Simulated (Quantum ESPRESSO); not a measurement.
A run of Quantum ESPRESSO 7.5 is set up as follows.

Contents of pw.in:

```
&CONTROL
  calculation = 'scf'
  prefix = 'pwscf'
  outdir = './tmp'
  pseudo_dir = './pseudo'
  tprnfor = .true.
  tstress = .true.
  disk_io = 'low'
/
&SYSTEM
  ibrav = 0
  nat = 2
  ntyp = 2
  ecutwfc = 68
  ecutrho = 544
  nbnd = 16
  occupations = 'smearing'
  smearing = 'fd'
  degauss = 0.00367493
/
&ELECTRONS
  conv_thr = 4d-10
  electron_maxstep = 120
  mixing_beta = 0.5
/
ATOMIC_SPECIES
Te   127.6000 te_pbesol_v1.uspp.F.UPF
Sn   118.7100 sn_pbesol_v1.4.uspp.F.UPF
CELL_PARAMETERS angstrom
   0.0000000000    3.1508500000    3.1508500000
   3.1508500000    0.0000000000    3.1508500000
   3.1508500000    3.1508500000    0.0000000000
ATOMIC_POSITIONS crystal
Te     0.5000000000    0.5000000000    0.5000000000
Sn     0.0000000000    0.0000000000    0.0000000000
K_POINTS automatic
7 7 7 0 0 0
```

The input pp_density.in:

```
&INPUTPP
  prefix = 'pwscf'
  outdir = './tmp'
  filplot = 'density.dat'
  plot_num = 0
/
&PLOT
  nfile = 1
  filepp(1) = 'density.dat'
  iflag = 3
  output_format = 6
  fileout = 'density.cube'
/
```

File pp_potential.in:

```
&INPUTPP
  prefix = 'pwscf'
  outdir = './tmp'
  filplot = 'potential.dat'
  plot_num = 11
/
&PLOT
  nfile = 1
  filepp(1) = 'potential.dat'
  iflag = 3
  output_format = 6
  fileout = 'potential.cube'
/
```

Potentials or basis: GBRV 1.5 PBEsol.

Launch:

```console
$ OMP_NUM_THREADS=1 mpirun -n 2 pw.x -nk 2 -in pw.in > pw.out
$ OMP_NUM_THREADS=1 mpirun -n 1 pp.x -in pp_density.in > pp_density.out
$ OMP_NUM_THREADS=1 mpirun -n 1 pp.x -in pp_potential.in > pp_potential.out
```

(1) What does it give for the pressure?

## Answers

(1) -0.6 GPa.
